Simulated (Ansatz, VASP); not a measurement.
# One calculation of InAs, two programs

```xyz
2
Lattice="0.0000 2.8986 2.8986 2.8986 0.0000 2.8986 2.8986 2.8986 0.0000" Properties=species:S:1:pos:R:3 pbc="T T T"
In    4.3479    4.3479    4.3479
As    0.0000    0.0000    0.0000
```

Alike in both runs: functional PBE; k mesh 12 × 12 × 12; occupations gaussian, width 0.1 eV; no spin polarisation.

Ansatz relaxed the structure, and its values are those at the end. VASP's run is a single point on that final structure, the one shown.

```csv
,VASP,Ansatz
version,VASP 6.6.1,Ansatz 0.2.0
potentials or method,"VASP PAW PBE potentials, release 64 (In_d, As)","scalar-relativistic, plane waves, PAW"
plane-wave cutoff (eV),520,420
valence electrons in the cell,18,28
```

|  | VASP | Ansatz | Ansatz less VASP |
| --- | --- | --- | --- |
| gap on the k mesh at the Fermi level (eV) | 0.46 | 0.45 | -0.006 |
| least direct gap on the mesh (eV) | 0.46 | 0.45 | -0.006 |
| pressure (GPa) | 15.1 | 15.0 | -0.12 |

The two sets of potentials don't hold the same shells in valence.

Caveats: so large a pressure means that the cell lies far from this level's equilibrium, or that cutoff or potentials fall short (VASP); spin-orbit coupling is left out, which moves the levels of the heavy elements.
